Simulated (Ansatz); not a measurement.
## Property card for Mg$_{2}$Sn

These are results of Ansatz 0.2.0, DFT r2SCAN, scalar-relativistic, plane waves, PAW, not measurements.

Cutoff 500 eV; k points 10×10×10 on the computed 3-atom cell (Γ-centred); Gaussian smearing, width 0.01 eV; no spin polarisation.

The structure is relaxed at this level of theory with its symmetry kept.

```
Mg Sn
1.0
     0.00000    3.38069    3.38069
     3.38069    0.00000    3.38069
     3.38069    3.38069    0.00000
Mg Sn
2 1
Direct
  0.25000 0.25000 0.25000
  0.75000 0.75000 0.75000
  0.00000 0.00000 0.00000
```

| Quantity | Value |
| --- | --- |
| Space group | Fm-3m (No. 225) |
| Volume per atom | 25.76 Å³ |
| Formation energy from the elements' standard states (uncorrected) | -0.263 eV/atom |
| Generalised Kohn–Sham band gap | 0.20 eV, indirect from Γ to X |
| Löwdin character of the top 1 eV of the valence band | Sn 5p 91 %, unprojected 7 % |
| Electron masses at the edge by Cartesian direction of the standard setting (m_e; degenerate bands sorted by energy; no spin-orbit coupling) | x: 1.0; y: 0.14; z: 0.14 |
| Hole masses at the edge by Cartesian direction of the standard setting (m_e; degenerate bands sorted by energy; no spin-orbit coupling) | x: 0.25, 0.25, 0.12; y: 0.25, 0.25, 0.12; z: 0.25, 0.25, 0.12 |
| Bulk modulus | 46 GPa |
| Its pressure derivative | 4.1 |
| Bader charges (e) | Mg (2 in the cell) 1.52, Sn (1 in the cell) -3.03 |

Cost: 8 runs of about 1.9 core-minutes in all, on Intel Xeon Platinum 8375C (Ice Lake) (shared hosts).